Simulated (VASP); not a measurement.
# TiTe2 in VASP: work function with LDA

Aim: the work function of TiTe2 with LDA.

Program: VASP 6.6.1. These are calculated values, not measurements. Logs are shortened: lines on timing, memory, paths and dates and some standing lists are left out, and cuts for length are marked.

**1. The structure**

The cell holds a slab with vacuum, 3 atoms: a = 3.777 Å, b = 3.777 Å, c = 13.415 Å, α = 90.00°, β = 90.00°, γ = 120.00°.

**2. Work function, LDA**

Input file INCAR:

```
PREC = Accurate ; ENCUT = 300
EDIFF = 1E-7 ; ISMEAR = 1
SIGMA = 0.1 ; LREAL = F
LASPH = T ; NELM = 100
ALGO = Normal ; ISIF = 2
LWAVE = F ; LCHARG = T
LDIPOL = T ; IDIPOL = 3
DIPOL = 0.5 0.5 0.500 ; LVHAR = T
LVACPOTAV = T ; KPAR = 2
```

Input file KPOINTS:

```
Automatic mesh
0
Gamma
  4 4 1
```

Input file POSCAR:

```
TiTe2
1.0
    3.7770000000      0.0000000000      0.0000000000
   -1.8885000000      3.2709779500      0.0000000000
    0.0000000000      0.0000000000     13.4153488002
Te Ti
2 1
Direct
    0.3333333333      0.6666666667      0.3727074170
    0.6666666667      0.3333333333      0.6272925830
    0.0000000000      0.0000000000      0.5000000000
```

Potentials or basis: VASP PAW LDA potentials, release 64 (Te, Ti_sv).

Launch:

```
cat potpaw_LDA.64/Te/POTCAR potpaw_LDA.64/Ti_sv/POTCAR > POTCAR
mpirun -np 2 vasp_std > vasp.out
```

OUTCAR:

```text
PREC = Accurate
   ENCUT = 300
   EDIFF = 1E-7
   ISMEAR = 1
   LREAL = F
   LASPH = T
   NELM = 100
   ISIF = 2

 ion  position               nearest neighbor table
   1  0.333  0.667  0.373-   3 2.77   3 2.77   3 2.77
   2  0.667  0.333  0.627-   3 2.77   3 2.77   3 2.77
   3  0.000  0.000  0.500-   1 2.77   2 2.77   1 2.77   2 2.77   2 2.77   1 2.77

  LATTYP: Found a hexagonal cell.
 ALAT       =     3.7770000000
 C/A-ratio  =     3.5518530051

  Lattice vectors:

 A1 = (   3.7770000000,   0.0000000000,   0.0000000000)
 A2 = (  -1.8885000000,   3.2709779500,   0.0000000000)
 A3 = (   0.0000000000,   0.0000000000,  13.4153488002)

Analysis of symmetry for initial positions (statically):
=====================================================================
 Subroutine PRICEL returns:
 Original cell was already a primitive cell.

 Routine SETGRP: Setting up the symmetry group for a
 hexagonal supercell.

 Subroutine GETGRP returns: Found 12 space group operations
 (whereof 12 operations were pure point group operations)
 out of a pool of 24 trial point group operations.

The static configuration has the point symmetry D_3d.

Analysis of symmetry for dynamics (positions and initial velocities):
=====================================================================
 Subroutine PRICEL returns:
 Original cell was already a primitive cell.

 Routine SETGRP: Setting up the symmetry group for a
 hexagonal supercell.

 Subroutine GETGRP returns: Found 12 space group operations
 (whereof 12 operations were pure point group operations)
 out of a pool of 24 trial point group operations.

The dynamic configuration has the point symmetry D_3d.

 Subroutine INISYM returns: Found 12 space group operations
 (whereof 12 operations are pure point group operations),
 and found     1 'primitive' translations

----------------------------------------------------------------------------------------

                                     Primitive cell

  volume of cell :     165.7397

  direct lattice vectors                    reciprocal lattice vectors
     3.777000000  0.000000000  0.000000000     0.264760392  0.152859484  0.000000000
    -1.888500000  3.270977950  0.000000000     0.000000000  0.305718967  0.000000000
     0.000000000  0.000000000 13.415348800     0.000000000  0.000000000  0.074541483

  length of vectors
     3.777000000  3.777000000 13.415348800     0.305718967  0.305718967  0.074541483

  position of ions in fractional coordinates (direct lattice)
     0.333333333  0.666666667  0.372707417
     0.666666667  0.333333333  0.627292583
     0.000000000  0.000000000  0.500000000

  ion indices of the primitive-cell ions
   primitive index   ion index
                 1           1
                 2           2
                 3           3

----------------------------------------------------------------------------------------

 KPOINTS: Automatic mesh

Automatic generation of k-mesh.
 Grid dimensions read from file:
 generate k-points for:    4    4    1

 Generating k-lattice:

  Cartesian coordinates                     Fractional coordinates (reciprocal lattice)
     0.066190098  0.038214871  0.000000000     0.250000000 -0.000000000  0.000000000
     0.000000000  0.076429742  0.000000000     0.000000000  0.250000000  0.000000000
     0.000000000  0.000000000  0.074541483     0.000000000  0.000000000  1.000000000

  Length of vectors
     0.076429742  0.076429742  0.074541483

  Shift w.r.t. Gamma in fractional coordinates (k-lattice)
     0.000000000  0.000000000  0.000000000

 Subroutine IBZKPT returns following result:
 ===========================================

 Found      4 irreducible k-points:

 Following reciprocal coordinates:
            Coordinates               Weight
  0.000000  0.000000  0.000000      1.000000
  0.250000  0.000000  0.000000      6.000000
  0.500000  0.000000  0.000000      3.000000
  0.250000  0.250000  0.000000      6.000000
   k-points           NKPTS =      4   k-points in BZ     NKDIM =      4   number of bands    NBANDS=     16
   number of dos      NEDOS =    301   number of ions     NIONS =      3
   total plane-waves  NPLWV =  46080
   dimension x,y,z NGX =    24 NGY =   24 NGZ =   80
   dimension x,y,z NGXF=    48 NGYF=   48 NGZF=  160
   ions per type =               2   1
   NGX,Y,Z   is equivalent  to a cutoff of  10.56, 10.56,  9.91 a.u.
   NGXF,Y,Z  is equivalent  to a cutoff of  21.13, 21.13, 19.83 a.u.
 SYSTEM =  unknown system
   PREC   = accura    normal or accurate (medium, high low for compatibility)
   ISTART =      0    job   : 0-new  1-cont  2-samecut
   ICHARG =      2    charge: 1-file 2-atom 10-const
   ISPIN  =      1    spin polarized calculation?
   LNONCOLLINEAR =      F non collinear calculations
   LSORBIT =      F    spin-orbit coupling
   LASPH  =      T    aspherical Exc in radial PAW
   ENCUT  =  300.0 eV  22.05 Ry    4.70 a.u.   5.33  5.33 18.95*2*pi/ulx,y,z
   NELM   =    100;   NELMIN=  2; NELMDL= -5     # of ELM steps
   EDIFF  = 0.1E-06   stopping-criterion for ELM
   LREAL  =      F    real-space projection
   EDIFFG = 0.1E-05   stopping-criterion for IOM
   NSW    =      0    number of steps for IOM
   IBRION =     -1    ionic relax: 0-MD 1-quasi-New 2-CG
   NFREE  =      0    steps in history (QN), initial steepest desc. (CG)
   ISIF   =      2    stress and relaxation
   ISYM   =      2    0-nonsym 1-usesym 2-fastsym
   POTIM  = 0.5000    time-step for ionic-motion
   TEBEG  =    0.0;   TEEND  =   0.0 temperature during run
   PSTRESS=    0.0 pullay stress
   NELECT =      24.0000    total number of electrons
   NUPDOWN=      -1.0000    fix difference up-down
   EMIN   =  10.00;   EMAX   =-10.00  energy-range for DOS
   EFERMI =   0.00;   METHOD = LEGACY
   ISMEAR =     1;   SIGMA  =   0.10  broadening in eV -4-tet -1-fermi 0-gaus
   EFERMI_NEDOS =   21; number of points for ismear=-14 and -15
   IALGO  =     38    algorithm
   IMIX   =      4    mixing-type and parameters
     AMIX     =   0.40;   BMIX     =  1.00
     AMIX_MAG =   1.60;   BMIX_MAG =  1.00
  volume/ion in A,a.u.               =      55.25       372.82
  Fermi-wavevector in a.u.,A,eV,Ry     =   0.859679  1.624558 10.055362  0.739048
  Thomas-Fermi vector in A             =   1.977070
   LORBIT       =      0    0 simple, 1 ext, 2 COOP (PROOUT), +10 PAW based schemes
   GGA     = CA    functional components
   LHFCALC =     F    Hartree Fock is set to
   AEXX    =    0.0000 exact exchange contribution
   IVDW    =     0    specifies the selected vdW correction
   LEPSILON=     F    determine dielectric tensor
   LRPA    =     F    only Hartree local field effects (RPA)
 non-spin polarized calculation
 Methfessel and Paxton  Order N= 1 SIGMA  =   0.10
  energy-cutoff  :      300.00
  volume of cell :      165.74
 maximum number of plane-waves:      1981
 NGX is ok and might be reduce to    24
   NGX = 11   NGY = 11   NGZ = 37

 dipolmoment           0.000000      0.000000      0.000000 electrons x Angstroem

 number of electron      24.0000013 magnetization

 dipolmoment           0.000000      0.000000     -0.000000 electrons x Angstroem

 Free energy of the ion-electron system (eV)
  ---------------------------------------------------
  ext. energy  EPLUGINS =         0.00000000
  ---------------------------------------------------
  free energy    TOTEN  =       -17.94435395 eV

  energy without entropy =      -17.94010480  energy(sigma->0) =      -17.94293757

 E-fermi :   0.4164     XC(G=0):  -5.7155

 val. band max:        0.3957631274   @ k =   0.5000   0.0000   0.0000
 cond. band min:       0.6538297813   @ k =   0.2500   0.0000   0.0000
 fundamental gap:      0.2580666539
 Fermi energy:         0.4164085060

 k-point     1 :       0.0000    0.0000    0.0000
  band No.  band energies     occupation
      1     -56.2721      2.00000
      2     -32.9249      2.00000
      3     -32.9164      2.00000
      4     -32.9164      2.00000
      5     -11.4585      2.00000
      6     -10.5903      2.00000
      7      -3.6054      2.00000
      8      -1.0480      2.00000
      9      -1.0480      2.00000
     10      -0.7506      2.00000
     11       0.8654     -0.00000
     12       0.8654     -0.00000
     13       1.0083     -0.00000
     14       1.6097     -0.00000
     15       1.6097     -0.00000
     16       3.9265      0.00000

 k-point     2 :       0.2500    0.0000    0.0000
  band No.  band energies     occupation
      1     -56.2704      2.00000
      2     -32.9379      2.00000
      3     -32.9212      2.00000
      4     -32.9198      2.00000
      5     -10.8353      2.00000
      6     -10.2160      2.00000
      7      -2.9191      2.00000
      8      -2.5348      2.00000
      9      -1.8214      2.00000
     10      -1.0323      2.00000
     11      -0.3585      2.00000
     12      -0.0073      2.00000
     13       0.6538     -0.00399
     14       1.7787     -0.00000
     15       1.8769     -0.00000
     16       2.7734      0.00000

 k-point     3 :       0.5000    0.0000    0.0000
  band No.  band energies     occupation
      1     -56.2687      2.00000
      2     -32.9595      2.00000
      3     -32.9263      2.00000
      4     -32.9148      2.00000
      5      -9.8827      2.00000
      6      -9.8415      2.00000
      7      -4.2228      2.00000
      8      -3.3758      2.00000
      9      -1.7087      2.00000
     10      -1.2710      2.00000
     11      -1.1481      2.00000
     12      -0.1773      2.00000
     13       0.3958      1.34131
     14       1.6122     -0.00000
     15       1.9011     -0.00000
     16       3.5433      0.00000

 k-point     4 :       0.2500    0.2500    0.0000
  band No.  band energies     occupation
      1     -56.2687      2.00000
      2     -32.9510      2.00000
      3     -32.9344      2.00000
      4     -32.9148      2.00000
      5      -9.9821      2.00000
      6      -9.7793      2.00000
      7      -3.3826      2.00000
      8      -3.1374      2.00000
      9      -2.1265      2.00000
     10      -1.6919      2.00000
     11      -1.6899      2.00000
     12      -0.9984      2.00000
     13       1.3138     -0.00000
     14       1.6067     -0.00000
     15       1.7725     -0.00000
     16       2.5299      0.00000

------------------------ aborting loop because EDIFF is reached ----------------------------------------

  FORCE on cell =-STRESS in cart. coord.  units (eV):
  Direction    XX          YY          ZZ          XY          YZ          ZX
  --------------------------------------------------------------------------------------
  -------------------------------------------------------------------------------------
  Total       -2.1931928     -2.1931928     -1.0806970      0.0000000      0.0000000     -0.0000000
  in kB      -21.2012185    -21.2012185    -10.4469125      0.0000000      0.0000000     -0.0000000
  external PRESSURE =     -17.6164499 kB  Pullay stress =       0.0000000 kB

 VOLUME and BASIS-vectors are now :
 -----------------------------------------------------------------------------
  energy-cutoff  :      300.00
  volume of cell :      165.74
      direct lattice vectors                 reciprocal lattice vectors
     3.777000000  0.000000000  0.000000000     0.264760392  0.152859484  0.000000000
    -1.888500000  3.270977950  0.000000000     0.000000000  0.305718967  0.000000000
     0.000000000  0.000000000 13.415348800     0.000000000  0.000000000  0.074541483

 POSITION                                       TOTAL-FORCE (eV/Angst)
 -----------------------------------------------------------------------------------
     -0.00000      2.18065      5.00000         0.000000      0.000000      0.295897
      1.88850      1.09033      8.41535        -0.000000     -0.000000     -0.295897
      0.00000      0.00000      6.70767         0.000000      0.000000     -0.000000
 -----------------------------------------------------------------------------------
    total drift:                                0.000000      0.000000     -0.000000

  FREE ENERGIE OF THE ION-ELECTRON SYSTEM (eV)
  ---------------------------------------------------
  free  energy   TOTEN  =       -17.9443539527 eV

  energy  without entropy=      -17.9401048030  energy(sigma->0) =      -17.94293757

 vacuum level on the upper side and lower side of the slab         5.691         5.691
```

Run time: 6 s. Hardware: 2 MPI ranks of Intel Xeon Platinum 8488C (Sapphire Rapids), shared host; peak memory 0.15 GiB.

What came out:

| Item | Value |
| --- | --- |
| Free energy | -17.9444 eV |
| Largest force | 0.296 eV/Å |
| Band gap on the k mesh | none (metal or under the smearing width) |
| Work function of the upper face | 5.27 eV |
| Work function of the lower face | 5.27 eV |

Forces in eV/Å, atoms in the order of the input:
```
Te   0.000  0.000  0.296
Te   0.000  0.000 -0.296
Ti   0.000  0.000  0.000
```

Levels at points of the mesh, in eV from the Fermi level:
| k point | band 9 | band 10 | band 11 | band 12 | band 13 | band 14 | band 15 | band 16 |
| --- | --- | --- | --- | --- | --- | --- | --- | --- |
| (0.00, 0.00, 0.00) | -1.46 | -1.17 | 0.45 | 0.45 | 0.59 | 1.19 | 1.19 | 3.51 |
| (0.50, 0.00, 0.00) | -2.13 | -1.69 | -1.56 | -0.59 | -0.02 | 1.20 | 1.48 | 3.13 |

Caveat: the k mesh is coarse (spacing up to 0.48 Å⁻¹), so the values aren't converged; the cutoff is under 1.25 times the usual one of these potentials, so pressure, stress and relaxed cells hold a basis-set (Pulay) error.
